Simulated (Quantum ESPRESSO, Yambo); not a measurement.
# How the form of the self-energy moves the gap of SiC (P6_3mc), part 2 of 2

Aim: compare treatments of exchange, screening and correlation for the gap of SiC (P6_3mc).

Quantum ESPRESSO 7.5 and Yambo 5.3.0; PBE and many-body steps on it, plane waves. Known limits of the many-body steps: not at the basis limit; coarse k mesh.

So far. Step 2 (Empty states on the mesh, 6×6×1 mesh, 540 bands): On this mesh the gap is 2.027 eV. Step 4 (G0W0, Godby-Needs plasmon pole): The gap on the mesh goes from 2.03 eV to 2.63 eV, a correction of +0.61 eV.

## Step 5: One-shot COHSEX

This step: one-shot COHSEX on PBE, plane waves, norm-conserving pseudopotentials.

Contents of gw4.in:

```
HF_and_locXC
gw0
dyson
cohsex
em1s
rim_cut
RandQpts= 1000000
RandGvec= 1 RL
EXXRLvcs= 74 Ry
VXCRLvcs= 296 Ry
Chimod= "HARTREE"
% BndsRnXs
 1 | 234 |
%
NGsBlkXs= 10 Ry
% LongDrXs
 1 | 1 | 1 |
%
% GbndRnge
 1 | 234 |
%
DysSolver= "n"
ExtendOut
% QPkrange
 1 | 1 | 23 | 26 |
 4 | 4 | 23 | 26 |
%
```

Launch:

```bash
$ OMP_NUM_THREADS=1 mpirun -n 4 yambo -F gw4.in -J gw4 -C gw4 > gw4.log
```

What it wrote:

```text
 Yambo, version 5.3.0

 [02] CORE Variables Setup
 =========================

  [... cell, symmetries and grids as in the set-up ...]

  [02.05] Energies & Occupations
  ==============================

  [X] === General ===
  [X] Electronic Temperature                        :  0.000000  0.000000 [eV K]
  [X] Bosonic    Temperature                        :  0.000000  0.000000 [eV K]
  [X] Finite Temperature mode                       : no
  [X] El. density                                   :  0.38783E+24 [cm-3]
  [X] Fermi Level                                   :  9.584179 [eV]

  [X] === Gaps and Widths ===
  [X] Conduction Band Min                           :  2.026692 [eV]
  [X] Valence Band Max                              :  0.000000 [eV]
  [X] Filled Bands                                  :  24
  [X] Empty Bands                                   :    25   540
  [X] Direct Gap                                    :  3.130175 [eV]
  [X] Direct Gap localized at k                     :   4
  [X] Indirect Gap                                  :  2.026692 [eV]
  [X] Indirect Gap between kpts                     :   1   4
  [X] Last valence band width                       :  2.077149 [eV]
  [X] 1st conduction band width                     :  3.176042 [eV]

 [03] Transferred momenta grid and indexing
 ==========================================

 IBZ Q-points                                      :   7
 BZ  Q-points                                      :   36

 K/Q-points units:
 rlu = crystal or reduced units; cc = cartesian coordinates; iku = interal k-units

 Q [1]          [rlu]:  0.000000  0.000000  0.000000
 Q [2]          [rlu]: -0.48527E-17  0.16667       0.0000
 Q [3]          [rlu]: -0.97055E-17  0.33333       0.0000
[...]
[xc] Functional : Perdew, Burke & Ernzerhof(X)+Perdew, Burke & Ernzerhof(C)
 [xc] LIBXC used to calculate xc functional
  PP Number of Atomic Species                      :  2
  NLCC RL compoments                               :   71833
  PP Number of Atomic Species                      :  2
  NLCC RL compoments                               :   71833

 [xc] E_xc :  -18.29600 [Ha]
      E_xc :  -36.59200 [Ry]

  Local XC kind (lXC) : Perdew, Burke & Ernzerhof(X)+Perdew, Burke & Ernzerhof(C)
  Non-Local XC kind (nlXC) : Hartree-Fock

  Corrections @ K [1] :  [eV]
 <23|nlXC|23> = -17.34182 -0.10097E-16 <23|lXC|23> = -14.96888 -0.47204E-16
 <24|nlXC|24> = -17.34181 -0.10519E-16 <24|lXC|24> = -14.96888  0.000000
 <25|nlXC|25> = -6.945472 -0.43674E-19 <25|lXC|25> = -12.15702 -0.18882E-15
[...]
Corrections @ K [4] :  [eV]
[...]
<25|nlXC|25> = -6.778437 -0.42343E-17 <25|lXC|25> = -10.94428  0.11801E-16
 <26|nlXC|26> = -6.514522  0.55408E-18 <26|lXC|26> = -10.78955  0.32453E-16

 [08] Dyson equation: Newton solver
 ==================================

 [Newton] Sc step       :  0.100000 [eV]
 [Newton] Sc steps      :  1

  [08.01] G0W0 (COHSEX)
  =====================

  [  GW  ] Bands range     :   1  26

  QP @ state[ 1 ] K range:  1  1
  QP @ state[ 1 ] b range:  23  26
  QP @ state[ 2 ] K range:   4   4
  QP @ state[ 2 ] b range:  23  26

   Sc Empty Bands                                   : no
   Sc bands terminator                              : no
   Sx RL components                                 :   8953

   QP @ state[ 1 ] K range                          :  1  1
   QP @ state[ 1 ] b range                          :  23  26
   QP @ state[ 2 ] K range                          :   4   4
   QP @ state[ 2 ] b range                          :  23  26
   GF WF`s kind                                     : Perdew, Burke & Ernzerhof(X)+Perdew, Burke & Ernzerhof(C)
   Xs energies kind                                 : Perdew, Burke & Ernzerhof(X)+Perdew, Burke & Ernzerhof(C)
   Xs WF`s kind                                     : Perdew, Burke & Ernzerhof(X)+Perdew, Burke & Ernzerhof(C)

 [11] Game Over & Game summary
```

Wall time 5.2 min (4 MPI ranks of Arm Neoverse V1, shared host); peak memory 2.6 GiB.

Numbers from this step:

```yaml
quasiparticle_gap_on_the_points_computed: 3.438 eV
starting_gap_on_the_mesh: 2.027 eV
k_of_the_valence_top: 0, 0, 0
k_of_the_conduction_bottom: 0, -0.5, 0
least_direct_quasiparticle_gap_on_the_computed_points: 4.694 eV
z_at_the_valence_top: 1
z_at_the_conduction_bottom: 1
```

Against G0W0 in Yambo (6×6×1 mesh, 234 bands, screening to 136.1 eV, Godby-Needs plasmon pole), the gap moves by +0.805 eV.

## Step 6: One-shot Hartree-Fock

This step: one-shot Hartree-Fock on PBE, plane waves, norm-conserving pseudopotentials.

Contents of gw5.in:

```
HF_and_locXC
rim_cut
RandQpts= 1000000
RandGvec= 1 RL
EXXRLvcs= 74 Ry
VXCRLvcs= 296 Ry
% QPkrange
 1 | 1 | 23 | 26 |
 4 | 4 | 23 | 26 |
%
```

Launch:

```bash
$ OMP_NUM_THREADS=1 mpirun -n 4 yambo -F gw5.in -J gw5 -C gw5 > gw5.log
```

What it wrote:

```text
 Yambo, version 5.3.0

 [02] CORE Variables Setup
 =========================

  [... cell, symmetries and grids as in the set-up ...]

  [02.05] Energies & Occupations
  ==============================

  [X] === General ===
  [X] Electronic Temperature                        :  0.000000  0.000000 [eV K]
  [X] Bosonic    Temperature                        :  0.000000  0.000000 [eV K]
  [X] Finite Temperature mode                       : no
  [X] El. density                                   :  0.38783E+24 [cm-3]
[...]
[xc] E_xc :  -18.29600 [Ha]
      E_xc :  -36.59200 [Ry]

  Local XC kind (lXC) : Perdew, Burke & Ernzerhof(X)+Perdew, Burke & Ernzerhof(C)
  Non-Local XC kind (nlXC) : Hartree-Fock

  Corrections @ K [1] :  [eV]
 <23|nlXC|23> = -17.34182 -0.10097E-16 <23|lXC|23> = -14.96888 -0.47204E-16
 <24|nlXC|24> = -17.34181 -0.10519E-16 <24|lXC|24> = -14.96888  0.000000
 <25|nlXC|25> = -6.945472 -0.43674E-19 <25|lXC|25> = -12.15702 -0.18882E-15
[...]
Corrections @ K [4] :  [eV]
[...]
<25|nlXC|25> = -6.778437 -0.42343E-17 <25|lXC|25> = -10.94428  0.11801E-16
 <26|nlXC|26> = -6.514522  0.55408E-18 <26|lXC|26> = -10.78955  0.32453E-16

 [08] Game Over & Game summary
```

Elapsed: 9.6 s, on 4 MPI ranks; peak memory 2.1 GiB; 38 s of CPU time.

This step gave:

| Property | Result |
| --- | --- |
| quasiparticle gap on the mesh | 8.565 eV |
| starting gap on the mesh | 2.027 eV |
| k of the valence top | 0, 0, 0 |
| k of the conduction bottom | 0, -0.5, 0 |
| least direct quasiparticle gap on the computed points | 10.13 eV |

Against G0W0 in Yambo (6×6×1 mesh, 234 bands, screening to 136.1 eV, Godby-Needs plasmon pole), the gap moves by +5.933 eV.

## Step 7: The runs together

Times are wall times on 4 MPI ranks of Arm Neoverse V1, shared host, good to a factor of about two.

```
                           run   mesh  bands  screening cutoff (eV)  DFT gap (eV)  gap on the mesh (eV)  direct (eV)     time
G0W0, Godby-Needs plasmon pole  6×6×1    234                  136.1         2.027                 2.633        3.896  8.8 min
               one-shot COHSEX  6×6×1    234                  136.1         2.027                 3.438        4.694  5.2 min
         one-shot Hartree-Fock  6×6×1      -                      -         2.027                 8.565       10.135    9.6 s
```

## Step 8: Summary of results

```yaml
g0w0_godby_needs_plasmon_pole: 2.633 eV
one_shot_cohsex: 3.438 eV
one_shot_hartree_fock: 8.565 eV
known_limits: not at the basis limit; coarse k mesh
```

**Reading.** One-shot COHSEX: +0.805 eV against G0W0, Godby-Needs plasmon pole. One-shot Hartree-Fock: +5.933 eV against G0W0, Godby-Needs plasmon pole. Bare exchange alone opens the gap to 8.57 eV; against G0W0, correlation takes back 5.93 eV. Static COHSEX lies above G0W0: it lacks the factor Z and overstates the Coulomb hole of the filled states. Against experiment, by G0W0, Godby-Needs plasmon pole: the gap of 2.63 eV lies −0.37 eV from the measured 3 eV (optical, 2017); the gap of 2.63 eV lies −0.40 eV from the measured 3.03 eV (indirect, quoted 2018); the gap of 2.63 eV lies −0.39 eV from the measured 3.02 eV (kind not stated, quoted 2020). An exciton line or allowed optical edge lies below the quasiparticle gap by the binding energy; a forbidden edge can push the onset above it. These are gaps on the mesh, at modest bands and cutoff. The calculation has static nuclei and no excitons; a measured gap holds zero-point and thermal motion, which mostly lowers it. Bands and cutoff are finite, so the gap is not at the basis limit. The miss can reach some tenths of an eV and take either sign; the mesh is an error of its own. The 6×6×1 mesh is coarse for this cell, which bears on the long-range parts of exchange and screening.

[Paths, hosts, dates, memory and timing lines, banners, echoed tables and standing remarks are left out of the program output.]

[Logs are printed without paths, hosts, clocks, repeated set-up lines and the standing remarks that a program may print on its own settings, such as how far it seeks lower states.]

[Runs of the session that timed out or met a known fault of the program may be left out.]

[Hosts, paths, dates, database ids (printed as entryN), source tags and the programs' standing remarks are cut or masked in the printed files.]
